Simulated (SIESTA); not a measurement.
Crystal: HgTe (Coloradoite).

```xyz
2
Lattice="0.0000 3.2145 3.2145 3.2145 0.0000 3.2145 3.2145 3.2145 0.0000" Properties=species:S:1:pos:R:3 pbc="T T T"
Hg    0.0000    0.0000    0.0000
Te    4.8217    4.8217    4.8217
```

Base run:

* Program: SIESTA 5.4.2
* Functional: vdW-DF-C09
* Potentials or basis: PseudoDojo 0.4 standard (PBE files)
* Basis: DZP (energy shift 0.002 Ry)
* Grid cutoff: 800 Ry
* Energy shift: 0.002 Ry
* k mesh: 7 × 7 × 7
* Occupations: fermi-dirac, width 0.05 eV
* Spin: no spin polarisation

Its results: band gap on the k mesh none (metal or under the smearing width); pressure 3.4 GPa.

**Question.** The run is repeated on the same cell with these changes: functional from vdW-DF-C09 to APBE. What comes out?

**Answer.** Band gap on the k mesh none (metal or under the smearing width); pressure 6.9 GPa.

Caveats: semicore shells carry a single zeta, which can move pressures by several GPa and volumes by a few percent; the valence orbitals were made in a potential fitted to the semicore shell under them, which widens gaps by tenths of an eV or more; the potentials were made for another functional, which shifts forces and pressure; spin-orbit coupling is left out, which moves the levels of the heavy elements; the basis of atomic orbitals isn't converged, which shifts pressures, moduli and gaps.
